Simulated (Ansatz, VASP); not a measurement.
# Two plane-wave programs on Nb

File INCAR:

```
SYSTEM = Nb
PREC = Accurate
ENCUT = 520
EDIFF = 1E-7
ISMEAR = -1
SIGMA = 0.1
LREAL = .False.
LASPH = .True.
NELM = 100
ALGO = Normal
ISIF = 2
LWAVE = .False.
LCHARG = .True.
LELF = .True.
LVHAR = .True.
NBANDS = 26
```

Contents of KPOINTS:

```
Automatic mesh
0
Gamma
  9 9 13
  0 0 0
```

The input POSCAR:

```
Nb
1.0
    4.7923130529      0.0000000000      0.0000000000
   -2.3961565265      4.1502648467      0.0000000000
    0.0000000000      0.0000000000      2.6342051625
Nb
3
Direct
    0.0000000000      0.0000000000      0.0000000000
    0.3333333333      0.6666666667      0.5000000000
    0.6666666667      0.3333333333      0.5000000000
```

Input for Ansatz:

```yaml
crystal:
  lattice:
    - [4.7923130529, 0.0, 0.0]
    - [-2.3961565265, 4.1502648467, 0.0]
    - [0.0, 0.0, 2.6342051625]
  atoms:
    - { symbol: Nb, position: [0.0, 0.0, 0.0] }
    - { symbol: Nb, position: [0.3333333333, 0.6666666667, 0.5] }
    - { symbol: Nb, position: [0.6666666667, 0.3333333333, 0.5] }
hamiltonian:
  xc: lda
  pseudopotentials:
    kind: paw
    azcp:
      Nb: "pseudopotentials/Nb.paw.azcp"
basis:
  ecutwfc: 420
  fft_grid_basis: typed
kpoints:
  mp_grid: { grid: [9, 9, 13], shift: [0, 0, 0] }
magnetization:
  spin_polarized: false
scf:
  occupations: { method: fermi_dirac, width: 0.1 }
  lower_state_search: "off"
output:
  stress: true
```

Alike in both runs: task single point; functional LDA; k mesh 9 × 9 × 13; occupations fermi-dirac, width 0.1 eV; no spin polarisation.

|  | VASP | Ansatz |
| --- | --- | --- |
| version | VASP 6.6.1 | Ansatz 0.2.0 |
| potentials or method | VASP PAW LDA potentials, release 64 (Nb_sv) | plane waves (420 eV) with PAW, scalar-relativistic |
| plane-wave cutoff (eV) | 520 | 420 |
| valence electrons in the cell | 39 | 39 |

|  | VASP | Ansatz | Ansatz less VASP |
| --- | --- | --- | --- |
| pressure (GPa) | 0.0 | 0.1 | +0.11 |
| largest component of the traceless stress (GPa) | 0.63 | 0.68 | +0.047 |

Ansatz warned: «pseudo_functional_mismatch».
